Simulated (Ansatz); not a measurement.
System: rutile RuO₂. Method: PBEsol-D3(BJ) (Ansatz, an electronic-structure program, PAW).

Run with plane-wave cutoff 520 eV, 12×12×18 k mesh (along the axes of the cell as run), Fermi–Dirac smearing 0.05 eV, no spin polarisation, scalar-relativistic PAW data made under PBE.

Response to compression and expansion:

Shape and atoms are relaxed at each volume.

```tsv
V (Å³/atom)	P (GPa)	c (Å)	a (Å)
9.765	12.83	3.065	4.372
9.968	6.06	3.075	4.410
10.172	0.00	3.086	4.447
10.375	-5.41	3.096	4.484
10.579	-10.25	3.107	4.520
```

Note: the bulk modulus comes from volumes at which shape and atoms were relaxed.
